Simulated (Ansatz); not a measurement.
Input of an Ansatz 0.2.0 run:

File input.yaml:

```yaml
crystal:
  lattice:
    - [4.2853274191, 0.0, 0.0]
    - [0.0, 4.2853274191, 0.0]
    - [0.0, 0.0, 10.99069213]
  atoms:
    - { symbol: Sn, position: [0.0, 0.5, 0.62777089] }
    - { symbol: Sn, position: [0.5, 0.0, 0.37222911] }
    - { symbol: Se, position: [0.0, 0.5, 0.38396051] }
    - { symbol: Se, position: [0.5, 0.0, 0.61603949] }
kpoints:
  mp_grid: { grid: [6, 6, 3] }
  band_path:
    path:
      - [0.0, 0.0, 0.0]
      - [0.0, 0.5, 0.0]
      - [0.5, 0.5, 0.0]
      - [0.0, 0.0, 0.0]
      - [0.0, 0.0, 0.5]
      - [0.0, 0.5, 0.5]
      - [0.5, 0.5, 0.5]
      - [0.0, 0.0, 0.5]
    npoints: 12
scf:
  occupations: { method: fermi_dirac, width: 0.05 }
hamiltonian:
  xc: lda
  pseudopotentials: { kind: all_electron, lapw: { basis_error: 0.002 } }
output:
  forces: true
  stress: true
  eigenvalues: true
```

Potentials or basis: all-electron LAPW, scalar-relativistic.

Launch:

```sh
$ ansatz run input.yaml --threads 2 --pin off --max-ram 6144MiB --backend cpu --events-out ev --progress --plain --runs-dir out
```

Q: Predict the largest force.

A: 0.245 eV/Å.

Q: Predict the band gap along the path.

A: 0.85 eV, direct.

Stress tensor (GPa, compression positive):
```
-1.78  0.00  0.00
 0.00 -1.78  0.00
 0.00  0.00 -0.63
```

Caveat: spin-orbit coupling is left out, which moves the levels of the heavy elements.
